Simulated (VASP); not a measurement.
TiO2 (Rutile), 6 atoms in the cell. Symmetry: P4_2/mnm, No. 136, tetragonal system. The conventional cell has a = 4.600 Å, b = 4.600 Å, c = 2.961 Å, α = 90.00°, β = 90.00°, γ = 90.00°. Ti (site symmetry mmm) has 6 O at 1.95 to 1.98 Å as nearest neighbours. Around O (site symmetry m2m) lie 3 Ti at 1.95 to 1.98 Å. 

- Program: VASP 6.6.1
- Task: relaxation of cell and atoms
- Functional: r2SCAN
- Potentials or basis: VASP PAW PBE potentials, release 64 (Ti_sv, O)
- Cutoff: 600 eV
- k mesh: 6 × 6 × 10
- Occupations: gaussian, width 0.03 eV
- Spin: no spin polarisation
- Further INCAR settings: ALGO = Normal; EDIFF = 1e-07; IBRION = 2; EDIFFG = -0.005; NSW = 90; ISIF = 3

Potentials or basis: VASP PAW PBE potentials, release 64 (Ti_sv, O).

Launch:

```console
$ cat potpaw_PBE.64/Ti_sv/POTCAR potpaw_PBE.64/O/POTCAR > POTCAR
$ mpirun -np 2 vasp_std > vasp.out
```

Hardware: 2 MPI ranks on Intel(R) Xeon(R) Platinum 8488C (Sapphire Rapids), on a shared host.

Problem. How long does it take, and how much memory?

Solution. It took 2.7 min on 2 MPI ranks on Intel(R) Xeon(R) Platinum 8488C (Sapphire Rapids), on a shared host, peak memory 0.26 GiB a rank. Counts: scf iterations 19, k points 60, ion steps 1.
